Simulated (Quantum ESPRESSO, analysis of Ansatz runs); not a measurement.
# Migration in MgF2 (P4_2/mnm): F_i by the interstitialcy path, charge −1 (Quantum ESPRESSO), part 3 of 3

Aim: the barrier of one jump in MgF2 (P4_2/mnm) at charge −1: F_i by the interstitialcy path. The model is a cell of 72 host atoms with 1 F put in; F is the atom that moves.

Quantum ESPRESSO 7.5; Quantum ESPRESSO plane-wave DFT, PBEsol, GBRV 1.5 PBEsol potentials; nudged elastic band between two relaxed defect structures at fixed charge in a uniform background.

So far: Starting point; Relaxation of the start point, charge −1; Relaxation of the end point, charge −1.

**4. Nudged elastic band, charge −1**

3 movable images are laid between the ends by interpolation. Each image feels the true force across the path and a spring force along it. The highest image is set to climb to the top of the path.

This step: Quantum ESPRESSO plane-wave DFT, PBEsol, GBRV 1.5 PBEsol potentials; nudged elastic band between two relaxed defect structures at fixed charge in a uniform background.

Contents of neb.in:

```
BEGIN
BEGIN_PATH_INPUT
&PATH
  restart_mode = 'from_scratch'
  string_method = 'neb'
  nstep_path = 45
  ds = 1.5
  opt_scheme = 'broyden'
  num_of_images = 5
  k_max = 0.3
  k_min = 0.2
  CI_scheme = 'auto'
  path_thr = 0.06
/
END_PATH_INPUT
BEGIN_ENGINE_INPUT
&CONTROL
  prefix = 'pwscf'
  outdir = './tmp'
  pseudo_dir = './pseudo'
  disk_io = 'low'
/
&SYSTEM
  ibrav = 0
  nat = 73
  ntyp = 2
  ecutwfc = 36
  ecutrho = 288
  nbnd = 296
  occupations = 'fixed'
  tot_charge = -1
  nosym = .true.
/
&ELECTRONS
  conv_thr = 7d-08
  electron_maxstep = 100
  mixing_beta = 0.5
/
ATOMIC_SPECIES
Mg    24.3050 mg_pbesol_v1.4.uspp.F.UPF
F     18.9984 f_pbesol_v1.4.uspp.F.UPF
CELL_PARAMETERS angstrom
   9.1949209707    0.0000000000    0.0000000000
   0.0000000000    9.1949209707    0.0000000000
   0.0000000000    0.0000000000    9.1306547926
BEGIN_POSITIONS
FIRST_IMAGE
ATOMIC_POSITIONS crystal
Mg     0.2310387872    0.2496253617    0.1741545357
Mg    -0.0031205436   -0.0081629122   -0.0045945392
F      0.3503049141    0.3404929489   -0.0002032620
F      0.4009055750    0.1024250371    0.1653503825
F      0.1435306032    0.1505070558    0.0003200647
F      0.1346816868    0.4425908756    0.1488648801
Mg     0.2574878638    0.2463757840    0.5041960121
Mg    -0.0006981075    0.0173382849    0.3254666374
F      0.3443377270    0.3489438642    0.3345409769
F      0.4173662685    0.1042974916    0.5079673102
F      0.1904594091    0.1168143040    0.3497900926
F      0.0988342613    0.3930122034    0.4992563058
Mg     0.2481021928    0.2466751477    0.8372354660
Mg    -0.0031884765    0.0016424730    0.6622998343
F      0.3442709086    0.3503203151    0.6728837155
F      0.4004476884    0.0946126248    0.8320804037
F      0.1525606590    0.1494997910    0.6681352375
F      0.0998685196    0.4021809607    0.8312715691
Mg     0.2467777249    0.7471321282    0.1669181775
Mg     0.0032360701    0.5074159307   -0.0049052181
F      0.3496715877    0.8505671169    0.0011487447
F      0.4024847005    0.5985005396    0.1667316897
F      0.1444736875    0.6680143314   -0.0089531445
F      0.0993040538    0.9048427934    0.1651709533
Mg     0.2445325004    0.7510007011    0.4969015694
Mg     0.0005944579    0.4804154743    0.3248698816
F      0.3485752866    0.8473385489    0.3328565065
F      0.3990246128    0.5995654755    0.4984940606
F      0.1468908562    0.6507915320    0.3346572248
F      0.0909011746    0.8995345252    0.4996806095
Mg     0.2529690271    0.7559485089    0.8308738750
Mg     0.0027056904    0.4977300275    0.6621490111
F      0.3502889032    0.8487379635    0.6625222386
F      0.4007391887    0.6002380349    0.8371608908
F      0.1548980381    0.6500192241    0.6674815992
F      0.1004920170    0.9052644361    0.8265451166
Mg     0.7691312210    0.2505268252    0.1746076663
Mg     0.5012831525    0.0050211013    0.0028242757
F      0.8560148958    0.3491772959    0.0000308988
F      0.8672341363    0.0582583067    0.1502257989
F      0.6500880635    0.1583362592    0.0003736407
F      0.5988775288    0.3968071745    0.1651396769
Mg     0.7420005368    0.2527701002    0.5043899358
Mg     0.4979566492    0.0024904237    0.3325583805
F      0.8077459109    0.3832888931    0.3507328091
F      0.9008296028    0.1060803795    0.4989167262
F      0.6554422957    0.1502348982    0.3345313075
F      0.5817446183    0.3944603642    0.5084174431
Mg     0.7515578230    0.2524868042    0.8374186718
Mg     0.5059559782   -0.0035994761    0.6685947378
F      0.8471174030    0.3494669195    0.6682515630
F      0.8998552076    0.0970295771    0.8316233918
F      0.6553191302    0.1487014849    0.6730302055
F      0.5992519124    0.4045164506    0.8320422810
Mg     0.7528430904    0.7513281702    0.1670155595
Mg     0.4985939747    0.4942262994    0.0026929910
F      0.8547871429    0.8319932995   -0.0083514454
F      0.9006104255    0.5937417051    0.1649829055
F      0.6501444459    0.6485750560    0.0010631352
F      0.5976245861    0.9005828308    0.1666701898
Mg     0.7551347124    0.7479386756    0.4970540547
Mg     0.5020304584    0.4963806146    0.3327135287
F      0.8526300630    0.8481064576    0.3345208117
F      0.9088627765    0.5997038231    0.4995362300
F      0.6509476161    0.6518027929    0.3330188970
F      0.6007047505    0.8995480851    0.4985306115
Mg     0.7467941883    0.7435851847    0.8310539690
Mg     0.4935808797    0.5027838437    0.6687426739
F      0.8447851739    0.8492758332    0.6674991128
F      0.8992715001    0.5942930033    0.8264928771
F      0.6494022138    0.6503821492    0.6627757176
F      0.5988649123    0.8990448908    0.8370866723
F     -0.0002201473    0.2521506356    0.2484884736
INTERMEDIATE_IMAGE
ATOMIC_POSITIONS crystal
Mg     0.2354923514    0.2509760512    0.1727568039
Mg    -0.0016160845   -0.0076081541   -0.0042043379
[... 71 atom lines left out ...]
INTERMEDIATE_IMAGE
ATOMIC_POSITIONS crystal
Mg     0.2399459157    0.2523267407    0.1713590720
Mg    -0.0001116255   -0.0070533960   -0.0038141366
[... 71 atom lines left out ...]
INTERMEDIATE_IMAGE
ATOMIC_POSITIONS crystal
Mg     0.2443994799    0.2536774302    0.1699613401
Mg     0.0013928336   -0.0064986379   -0.0034239353
[... 71 atom lines left out ...]
LAST_IMAGE
ATOMIC_POSITIONS crystal
Mg     0.2488530441    0.2550281196    0.1685636083
Mg     0.0028972927   -0.0059438798   -0.0030337341
[... 3 atom lines left out ...]
F      0.1015793481    0.4097269535    0.1650458977
[... 1 atom line left out ...]
Mg    -0.0035065900    0.0022942916    0.3328693839
[... 3 atom lines left out ...]
F      0.0963846260    0.4012532828    0.5001397560
[... 13 atom lines left out ...]
Mg    -0.0147665065    0.5002986908    0.3391514590
[... 10 atom lines left out ...]
Mg     0.7532766478    0.2435230980    0.1613483768
[... 1 atom line left out ...]
F      0.8501221908    0.3478276337   -0.0027289973
F      0.8944146839    0.0825772036    0.1574929599
[... 2 atom lines left out ...]
Mg     0.7495334970    0.2711030230    0.4911601236
[... 1 atom line left out ...]
F      0.7439193634    0.4972267331    0.4184018473
F      0.8965167543    0.0993976013    0.4997744797
F      0.6504873411    0.1572897828    0.3310269444
[... 25 atom lines left out ...]
F     -0.1161155372    0.3104689613    0.3149617979
END_POSITIONS
K_POINTS gamma
END_ENGINE_INPUT
END
```

Started as:

```console
$ OMP_NUM_THREADS=1 mpirun -n 4 neb.x -ni 2 -inp neb.in > neb.out
```

The program printed:

```text
[shortened: banners, details of potentials and solvers, and blank lines are left out]
[banner, memory and clock lines left out]
     path-images division:  nimage    =       2
     initial path length           =  4.3942 bohr
     initial inter-image distance  =  1.0985 bohr
     string_method                 =    neb
     restart_mode                  =    from_scratch
     opt_scheme                    =    broyden
     num_of_images                 =    5
     nstep_path                    =    45
     CI_scheme                     =    auto
     first_last_opt                =    F
     use_freezing                  =    F
     ds                            =    1.5000 a.u.
     k_max                         =    0.3000 a.u.
     k_min                         =    0.2000 a.u.
     path_thr                      =    0.0600 eV / A
     ------------------------------ iteration   1 ------------------------------
     activation energy (->) =   0.241700 eV
     activation energy (<-) =   0.240610 eV
     image        energy (eV)        error (eV/A)        frozen
         1     -73340.6432155            0.029515            T
         2     -73340.5027911            0.853321            F
         3     -73340.4015159            0.469548            F
         4     -73340.4990840            0.769064            F
         5     -73340.6421257            0.024893            T
     climbing image =  3
     path length          =  4.394 bohr
     inter-image distance =  1.099 bohr
     ------------------------------ iteration   2 ------------------------------
     activation energy (->) =   0.194958 eV
     activation energy (<-) =   0.193868 eV
     image        energy (eV)        error (eV/A)        frozen
         1     -73340.6432155            0.029515            T
         2     -73340.5229782            0.445498            F
         3     -73340.4482575            0.344225            F
         4     -73340.5180309            0.376347            F
         5     -73340.6421257            0.024893            T
     climbing image =  3
     path length          =  4.397 bohr
[...]
------------------------------ iteration   3 ------------------------------
     activation energy (->) =   0.141630 eV
     activation energy (<-) =   0.140540 eV
     image        energy (eV)        error (eV/A)        frozen
         1     -73340.6432155            0.029515            T
         2     -73340.5533898            0.217782            F
         3     -73340.5015853            0.207063            F
         4     -73340.5480098            0.238012            F
         5     -73340.6421257            0.024893            T
     climbing image =  3
     path length          =  4.418 bohr
[...]
------------------------------ iteration   4 ------------------------------
     activation energy (->) =   0.127051 eV
     activation energy (<-) =   0.125961 eV
     image        energy (eV)        error (eV/A)        frozen
         1     -73340.6432155            0.029515            T
         2     -73340.5656141            0.152912            F
         3     -73340.5161648            0.171207            F
         4     -73340.5606023            0.160915            F
         5     -73340.6421257            0.024893            T
     climbing image =  3
     path length          =  4.430 bohr
[...]
------------------------------ iteration   5 ------------------------------
     activation energy (->) =   0.097659 eV
     activation energy (<-) =   0.096569 eV
     image        energy (eV)        error (eV/A)        frozen
         1     -73340.6432155            0.029515            T
         2     -73340.5900295            0.107913            F
         3     -73340.5455569            0.122035            F
         4     -73340.5892350            0.141346            F
         5     -73340.6421257            0.024893            T
     climbing image =  3
     path length          =  4.555 bohr
[...]
------------------------------ iteration   6 ------------------------------
     activation energy (->) =   0.095575 eV
     activation energy (<-) =   0.094486 eV
     image        energy (eV)        error (eV/A)        frozen
         1     -73340.6432155            0.029515            T
         2     -73340.5914742            0.071062            F
         3     -73340.5476401            0.078715            F
         4     -73340.5889301            0.087423            F
         5     -73340.6421257            0.024893            T
     climbing image =  3
     path length          =  4.499 bohr
[...]
------------------------------ iteration   7 ------------------------------
     activation energy (->) =   0.092096 eV
     activation energy (<-) =   0.091006 eV
     image        energy (eV)        error (eV/A)        frozen
         1     -73340.6432155            0.029515            T
         2     -73340.5940828            0.072104            F
         3     -73340.5511196            0.082376            F
         4     -73340.5921338            0.090109            F
         5     -73340.6421257            0.024893            T
     climbing image =  3
     path length          =  4.511 bohr
[...]
------------------------------ iteration   8 ------------------------------
     activation energy (->) =   0.079616 eV
     activation energy (<-) =   0.078526 eV
     image        energy (eV)        error (eV/A)        frozen
         1     -73340.6432155            0.029515            T
         2     -73340.6029348            0.069329            F
         3     -73340.5635998            0.073141            F
         4     -73340.6040490            0.063533            F
         5     -73340.6421257            0.024893            T
     climbing image =  3
     path length          =  4.583 bohr
[...]
------------------------------ iteration   9 ------------------------------
     activation energy (->) =   0.076666 eV
     activation energy (<-) =   0.075576 eV
     image        energy (eV)        error (eV/A)        frozen
         1     -73340.6432155            0.029515            T
         2     -73340.6050575            0.075785            F
         3     -73340.5665493            0.080563            F
         4     -73340.6069218            0.068585            F
         5     -73340.6421257            0.024893            T
     climbing image =  3
     path length          =  4.602 bohr
[...]
------------------------------ iteration  10 ------------------------------
     activation energy (->) =   0.073094 eV
     activation energy (<-) =   0.072004 eV
     image        energy (eV)        error (eV/A)        frozen
         1     -73340.6432155            0.029515            T
         2     -73340.6063133            0.113286            F
         3     -73340.5701220            0.087409            F
         4     -73340.6105260            0.117677            F
         5     -73340.6421257            0.024893            T
     climbing image =  3
     path length          =  4.879 bohr
[...]
------------------------------ iteration  11 ------------------------------
     activation energy (->) =   0.069066 eV
     activation energy (<-) =   0.067976 eV
     image        energy (eV)        error (eV/A)        frozen
         1     -73340.6432155            0.029515            T
         2     -73340.6105383            0.046429            F
         3     -73340.5741499            0.044657            F
         4     -73340.6142547            0.040154            F
         5     -73340.6421257            0.024893            T
     climbing image =  3
     path length          =  4.677 bohr
     inter-image distance =  1.169 bohr
     neb: convergence achieved in  11 iterations
```

Wall time 24 min (4 MPI ranks of Arm Neoverse V1, shared host); peak memory 2.3 GiB.

Images along the path:

```
image  path (Å)  energy (eV)     F45: x, y, z (Å)
    0     0.000       0.0000  7.427, 3.524, 3.202
    1     0.680       0.0327  7.219, 3.771, 3.317
    2     1.236       0.0691  7.108, 4.011, 3.470
    3     1.792       0.0290  7.006, 4.255, 3.617
    4     2.475       0.0011  6.840, 4.572, 3.820
```

This step gave:

| Property | Result |
| --- | --- |
| barrier forward | 0.06907 eV |
| barrier backward | 0.06798 eV |
| end less start | 0.001090 eV |
| hop length | 1.338 Å |

The band met its tolerance of 0.06 eV/Å after 11 iterations, with image 2 on top (the start counts as 0). F45, which moves farthest between the ends, has 3 Mg at 1.94 to 2.05 Å nearest at the start and 2 Mg at 1.95 to 2.05 Å at the top.

**5. Results**

| Property | Result |
| --- | --- |
| barrier forward | 0.07 eV |
| barrier backward | 0.07 eV |
| end less start | 0.00 eV |
| hop length | 1.34 Å |
| band iterations, as the log counts them | 11 |

The top of the band lies 0.07 eV above the start and 0.07 eV above the end. The move is shared: F45 goes 1.35 Å and F73, whose hop length is listed, 1.34 Å. The order of the top as a saddle was not checked for all atoms, so a bent path could be lower. No image-charge correction is applied; it largely cancels along a path if the charge stays localised alike. Keep in mind: sampling at the zone centre alone can move energies of charged and open-shell states by tenths of an eV or more in cells of this size. The cutoff of 36 Ry is under the 40 Ry advised for these potentials.

[Logs are printed without paths, hosts, clocks, repeated set-up lines and the standing remarks that a program may print on its own settings, such as how far it seeks lower states.]

[Hosts, paths, dates, database ids (printed as entryN), source tags and the programs' standing remarks are cut or masked in the printed files.]
